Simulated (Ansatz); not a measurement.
NbP:

```
Nb P
1.0
    -1.67492    1.67492    5.74011
     1.67492   -1.67492    5.74011
     1.67492    1.67492   -5.74011
Nb P
2 2
Direct
  0.24988 0.74988 0.50000
  0.49988 0.49988 0.00000
  0.83275 0.33275 0.50000
  0.08275 0.08275 0.00000
```

The cell is a database's computed one.

Base run:

```yaml
Program: Ansatz 0.2.0
Functional: PBE
Potentials_or_basis: Ansatz PAW
Cutoff: 420 eV
Density_cutoff: 1680 eV
k_mesh: 11 × 11 × 11
Occupations: fermi-dirac, width 0.05 eV
Spin: no spin polarisation
```

Its results: band gap on the k mesh none (metal or under the smearing width); pressure -1.1 GPa; largest force 0.016 eV/Å.

Task: The run is repeated on the same cell with these changes: functional from PBE to PBEsol. What comes out?

Result: Band gap on the k mesh none (metal or under the smearing width); pressure -6.4 GPa; largest force 0.017 eV/Å.

PBEsol binds more tightly than PBE, so the same cell stands under less pressure.

Caveats: the PAW data sets come from PBE, with cores solved anew for the run's functional, which leaves a small shift of forces and pressure (some runs).

Not every run made on this cell is shown here.
